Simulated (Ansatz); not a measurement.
# Gap against volume in random wurtzite alloy of AlN and GaN (72 atoms)

The cell holds 72 atoms: 32 Ga, 36 N and 4 Al. Its edges and angles: a = 9.647 Å, b = 9.648 Å, c = 10.396 Å, α = 90.0°, β = 90.0°, γ = 120.0°. It derives from AlN (wurtzite) and GaN, repeated 3×3×2. The starting structure: Wurtzite AlN, 3 x 3 x 2 conventional cells, 32 of 36 Al sites given to Ga at random (x = 0.889), lattice by Vegard's rule (a = 3.18 Å, c = 5.162 Å); not relaxed, displaced by a Gaussian of 0.02 Å.

Calculated with Ansatz 0.2.0: Kohn-Sham DFT, PBE, PAW (set soft_1), plane waves; cutoff 420 eV, Γ point, fermi-dirac smearing of 0.025 eV. The relaxed cell was scaled evenly and the atoms were relaxed at each volume. The gap is that between the highest filled and the lowest empty Kohn-Sham level on the run's k-points.

| volume (Å³/atom) | gap (eV) |
| --- | --- |
| 10.475 | 2.653 |
| 10.940 | ? |
| 11.290 | 2.138 |
| 11.639 | 1.930 |
| 11.988 | 1.728 |
| 12.337 | 1.533 |

**Question.** Fit a straight line in ln V to the rows given and interpolate to the withheld row.

**Working.**

A volume deformation potential makes the spacing linear in u = ln(V/V0), with V0 = 11.639 Å³ the relaxed volume; v is the spacing.

| u = ln(V/V0) | v (eV) |
| --- | --- |
| -0.105361 | 2.6526 |
| -0.0304596 | 2.1381 |
| 0 | 1.9296 |
| 0.0295594 | 1.7277 |
| 0.0582689 | 1.5329 |

With n = 5: mean u = -0.00959850, mean v = 1.99618, Σ(u − ū)² = 0.015837, Σ(u − ū)(v − v̄) = -0.10841. Slope b = -0.10841 / 0.015837 = -6.8456; intercept a = v̄ − b ū = 1.9305.

At the withheld volume u = -0.06188, and v = a + b u.

Prediction at 10.940: 2.354 eV. The run gave 2.354 eV, so the fit is high by 4.8e-5 eV (0.0020 % of the value).

The slope, -6.85 eV, says that the spacing narrows on expansion. Among the rows given, the largest miss of the fit is at 12.337, by 0.0013 eV (0.12 % of the range of the table).

Limits: The table spans 16 % in volume, wide for a linear law. Semilocal functionals tend to put gaps under measured ones. Only the Γ point is sampled. The mesh needn't hold the band edges.

[Hosts, paths, dates, database ids (printed as entryN), source tags and the programs' standing remarks are cut or masked in the printed files.]
